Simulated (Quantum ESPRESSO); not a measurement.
Input of a Quantum ESPRESSO 7.5 run:

File pw.in:

```
&CONTROL
  calculation = 'scf'
  prefix = 'pwscf'
  outdir = './tmp'
  pseudo_dir = './pseudo'
  tprnfor = .true.
  tstress = .true.
  disk_io = 'nowf'
/
&SYSTEM
  ibrav = 0
  nat = 1
  ntyp = 1
  ecutwfc = 55
  ecutrho = 440
  nbnd = 12
  occupations = 'smearing'
  smearing = 'fd'
  degauss = 0.00367493
/
&ELECTRONS
  conv_thr = 2d-10
  electron_maxstep = 120
  mixing_beta = 0.5
/
ATOMIC_SPECIES
Zr    91.2240 Zr_pbe_v1.uspp.F.UPF
CELL_PARAMETERS angstrom
  -1.8100000000    1.8100000000    1.8100000000
   1.8100000000   -1.8100000000    1.8100000000
   1.8100000000    1.8100000000   -1.8100000000
ATOMIC_POSITIONS crystal
Zr     0.0000000000    0.0000000000    0.0000000000
K_POINTS automatic
10 10 10 0 0 0
```

Potentials or basis: SSSP 1.3 efficiency PBE.

Command:

```sh
$ OMP_NUM_THREADS=1 pw.x -in pw.in > pw.out
```

Estimate the pressure.

-3.4 GPa.

What does it give for the band gap on the k mesh?

None (metal or under the smearing width).
